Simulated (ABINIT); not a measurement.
CoO:

```xyz
2
Lattice="1.5055 0.8692 2.4399 -1.5055 0.8692 2.4399 0.0000 -1.7384 2.4399" Properties=species:S:1:pos:R:3 pbc="T T T"
Co    0.0000    0.0000    0.0000
O     0.0000    0.0000    3.6599
```

The cell is a database's computed one.

Base run:

* Program: ABINIT 10.8.3 (patched build)
* Functional: PBE
* Potentials or basis: JTH PAW PBE v2.0
* Cutoff: 707 eV
* k mesh: 11 × 11 × 11
* Occupations: fermi-dirac, width 0.05 eV
* Spin: collinear spin, ferromagnetic start
* Starting moments: [2.0, 0.0] μB

Its results: band gap on the k mesh none (metal or under the smearing width); pressure -0.5 GPa; net moment 2.90 μB per cell; site moments Co +2.56; O +0.28 μB.

Q: The run is repeated on the same cell with these changes: functional from PBE to PBEsol. What comes out?

A: Band gap on the k mesh none (metal or under the smearing width); pressure -9.3 GPa; net moment 2.93 μB per cell; site moments Co +2.57; O +0.30 μB.

PBEsol binds more tightly than PBE, so the same cell stands under less pressure.

Caveats: a cell with one magnetic atom can't hold antiferromagnetic order, which such compounds often take; semilocal functionals often make such compounds metallic where correlation or magnetic order opens a gap, which also shifts bond lengths; the PAW data sets were made with another functional, which shifts forces and pressure a little (some runs).

Not every run made on this cell is shown here.
